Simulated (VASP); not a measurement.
A run of VASP 6.6.1 is set up as follows.

INCAR

```
PREC     = Accurate       # precision mode
ENCUT    = 600            # plane-wave cutoff, eV
EDIFF    = 1E-6           # SCF threshold, eV
ISMEAR   = 0              # smearing method
SIGMA    = 0.03           # smearing width, eV
LREAL    = F              # projectors in reciprocal space
LASPH    = T              # aspherical terms in the spheres
NELM     = 80             # most SCF steps
ALGO     = Normal         # electronic algorithm
ISIF     = 3              # what is computed and relaxed
LWAVE    = F              # write WAVECAR
LCHARG   = F              # write CHGCAR
METAGGA  = R2SCAN         # meta-GGA
LMIXTAU  = T            
IBRION   = 2              # ionic algorithm
NSW      = 90             # ionic steps
EDIFFG   = -0.01          # ionic threshold
PSTRESS  = 50.0
```

The input KPOINTS:

```
Automatic mesh
0
Gamma
  8 8 8
```

File POSCAR:

```
SrTiO3
1.0
    3.9052800000      0.0000000000      0.0000000000
    0.0000000000      3.9052800000      0.0000000000
    0.0000000000      0.0000000000      3.9052800000
Sr Ti O
1 1 3
Direct
    0.5000000000      0.5000000000      0.5000000000
    0.0000000000      0.0000000000      0.0000000000
    0.5000000000      0.0000000000      0.0000000000
    0.0000000000      0.5000000000      0.0000000000
    0.0000000000      0.0000000000      0.5000000000
```

Potentials or basis: VASP PAW PBE potentials, release 64 (Sr_sv, Ti_sv, O).

Launch:

```bash
$ cat potpaw_PBE.64/Sr_sv/POTCAR potpaw_PBE.64/Ti_sv/POTCAR potpaw_PBE.64/O/POTCAR > POTCAR
$ mpirun -np 1 vasp_std > vasp.out
```

**Question.** Estimate the relaxed volume.

**Answer.** 11.68 Å³/atom.

**Question.** Estimate the relaxed cell.

**Answer.** a = 3.880 Å, b = 3.880 Å, c = 3.880 Å, α = 90.00°, β = 90.00°, γ = 90.00°.

Final structure:
```
CELL_PARAMETERS angstrom
3.87960 0.00000 0.00000
0.00000 3.87960 0.00000
0.00000 0.00000 3.87960
ATOMIC_POSITIONS crystal
Sr 0.50000 0.50000 0.50000
Ti 0.00000 0.00000 0.00000
O 0.50000 0.00000 0.00000
O 0.00000 0.50000 0.00000
O 0.00000 0.00000 0.50000
```

Caveat: the cell is relaxed towards a set pressure, so the enthalpy falls and the energy may rise; the PAW data sets were made with another functional, which shifts forces and pressure a little.
